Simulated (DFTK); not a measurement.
Crystal: InP.

```
In P
1.0
     0.00000    2.93050    2.93050
     2.93050    0.00000    2.93050
     2.93050    2.93050    0.00000
In P
1 1
Direct
  0.00000 0.00000 0.00000
  0.75000 0.75000 0.75000
```

Base run:

```yaml
Program: DFTK 0.8.2
Functional: PBEsol
Potentials_or_basis: dojo.nc.sr.pbesol.v0_4_1.standard.upf (PBEsol)
Cutoff: 952 eV
k_mesh: 8 × 8 × 8
Occupations: fermi-dirac, width 0.05 eV
Spin: no spin polarisation
```

Its results: band gap on the k mesh 0.61 eV, direct.

Q: The run is repeated on the same cell with these changes: functional from PBEsol to PBE; potentials or basis from dojo.nc.sr.pbesol.v0_4_1.standard.upf (PBEsol) to SPMS 1.0 (PBE); cutoff from 952 eV to 816 eV. What comes out?

A: Band gap on the k mesh 0.71 eV, direct.

Caveats: spin-orbit coupling is left out, which moves the levels of the heavy elements.

Not every run made on this cell is shown here.
